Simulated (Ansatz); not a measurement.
# P: the cost of one run

Computed with Ansatz 0.2.0 (DFT PBE+D3(BJ), scalar-relativistic, plane waves, PAW, unless a step's input says otherwise).

4 further runs of the same task are left out: 1 that didn't finish, 3 set aside as unsound or not needed.

## (1) The system as given

The structure is orthorhombic, space group Imma (No. 74). Conventional cell: a = 3.413 Å, b = 4.848 Å, c = 3.440 Å, α = 90.00°, β = 90.00°, γ = 90.00°. P (site symmetry mm2) is surrounded by 6 P at 2.31 to 2.55 Å.

Coordinates:

```cif
data_structure
_symmetry_space_group_name_H-M 'P 1'
_symmetry_Int_Tables_number 1
_cell_length_a 3.4276
_cell_length_b 3.4276
_cell_length_c 3.4276
_cell_angle_alpha 120.274
_cell_angle_beta 89.977
_cell_angle_gamma 119.753
_cell_volume 28.47
loop_
_atom_site_label
_atom_site_type_symbol
_atom_site_fract_x
_atom_site_fract_y
_atom_site_fract_z
_atom_site_occupancy
P1 P 0.77443 0.02443 0.75000 1
P2 P 0.22557 0.97557 0.25000 1
```

It goes back to an entry of the Materials Project, which need not be the stable form.

This cell was relaxed beforehand with the same method: volume 14.23 Å³/atom, gap on the mesh none (metal).

## (2) Electronic structure at the relaxed geometry

input.yaml reads:

```yaml
crystal:
  lattice:
    - [-1.7067091301, 2.4241684268, 1.7201900328]
    - [1.7067091301, -2.4241684268, 1.7201900328]
    - [1.7067091301, 2.4241684268, -1.7201900328]
  atoms:
    - { symbol: P, position: [0.774434412, 0.024434412, 0.75] }
    - { symbol: P, position: [0.225565588, 0.975565588, 0.25] }
basis:
  ecutwfc: 420
kpoints:
  mp_grid: { grid: [18, 18, 18] }
  band_path:
    path:
      - [[0.0, 0.0, 0.0], [0.5, -0.5, 0.5], [0.37391773, -0.37391773, 0.62608227]]
      - [[-0.37391773, 0.37391773, 0.37391773], [0.0, 0.0, 0.0], [0.37588306, 0.37588306, -0.37588306]]
      - [[0.62411694, -0.37588306, 0.37588306], [0.5, -0.5, 0.5]]
      - [[0.0, 0.0, 0.0], [0.0, 0.5, 0.0], [0.25, 0.25, 0.25], [0.5, 0.0, 0.0], [0.0, 0.0, 0.0], [0.0, 0.0, 0.5], [0.25, 0.25, 0.25]]
    npoints: 14
hamiltonian:
  xc: pbe
  dispersion: d3bj
scf:
  occupations: { method: gaussian, width: 0.1 }
  n_extra_bands: 6
output:
  forces: true
  stress: true
  eigenvalues: true
  populations: true
  dos: { projected: true, de: 0.02, nscf_kmesh: { grid: [27, 27, 27] } }
  bader: true
  write_density: true
  write_potential: true
  elf: true
  volumetric_format: npy
```

On the command line:

```bash
$ ansatz run input.yaml --threads 1 --pin off --max-ram 2560MiB --backend cpu --events-out ev --progress --plain --runs-dir out
```

Q: Estimate wall time and peak memory on 1 thread of Intel Xeon Platinum 8488C (Sapphire Rapids), shared host.

About 42 s, with a peak of 0.83 GiB.
